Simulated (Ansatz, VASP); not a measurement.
**One calculation of Be2H, two programs**

File INCAR:

```
PREC = Accurate
ENCUT = 600
EDIFF = 1E-6
ISMEAR = 0
SIGMA = 0.1
LREAL = False
LASPH = True
NELM = 100
ALGO = Normal
ISIF = 3
LWAVE = False
LCHARG = False
GGA = PE
IBRION = 2
NSW = 90
EDIFFG = -0.04
```

Contents of KPOINTS:

```
Automatic mesh
0
Gamma
  8 8 4
```

Contents of POSCAR:

```
Be2H
1.0
    2.1762740800      0.0000000000      0.0000000000
    0.0000000000      2.1762740800      0.0000000000
    0.0000000000      0.0000000000      4.1579481900
Be H
2 1
Direct
    0.5000000000      0.5000000000      0.2700000100
    0.5000000000      0.5000000000      0.7299999900
    0.0000000000      0.0000000000      0.0000000000
```

Input for Ansatz:

```yaml
crystal:
  lattice:
    - [2.17627408, 0.0, 0.0]
    - [0.0, 2.17627408, 0.0]
    - [0.0, 0.0, 4.15794819]
  atoms:
    - { symbol: Be, position: [0.5, 0.5, 0.27000001] }
    - { symbol: Be, position: [0.5, 0.5, 0.72999999] }
    - { symbol: H, position: [0.0, 0.0, 0.0] }
basis:
  ecutwfc: 420
kpoints:
  mp_grid: { grid: [8, 8, 4] }
hamiltonian:
  xc: pbe
scf:
  occupations: { method: gaussian, width: 0.1 }
  lower_state_search: "off"
output:
  forces: true
  stress: true
  eigenvalues: true
relax:
  adjacent_minimum: "off"
  f_tol: 0.04
  max_steps: 70
  cell: { stress_tol: 0.4 }
```

Change from the starting cell: species swapped into the FeSi2 type (P4/mmm, No. 123).

Alike in both runs: task relaxation of cell and atoms; functional PBE; k mesh 8 × 8 × 4; occupations gaussian, width 0.1 eV; no spin polarisation.

|  | VASP | Ansatz |
| --- | --- | --- |
| version | VASP 6.6.1 | Ansatz 0.2.0 |
| potentials or method | VASP PAW PBE potentials, release 64 (Be, H) | scalar-relativistic, plane waves, PAW |
| plane-wave cutoff (eV) | 600 | 420 |
| valence electrons in the cell | 5 | 5 |

|  | VASP | Ansatz | Ansatz less VASP |
| --- | --- | --- | --- |
| gap on the k mesh at the Fermi level, each at its own relaxed structure (eV) | none | none | - |
| relaxed volume (Å³/atom) | 7.67 | 7.61 | -0.058 |
| relaxed cell length with the largest relative difference (Å) | 2.367 | 2.361 | -0.0060 |
| energy change over the relaxation (meV/atom) | -81 | -81 | -0.1 |

A gap of «none» marks a metal or a gap that the smearing closes.

Caveats: the k mesh is coarse (spacing up to 0.38 Å⁻¹), so the values aren't converged; the volume moved by over 15 % at a fixed basis, so the end points are rough (VASP).
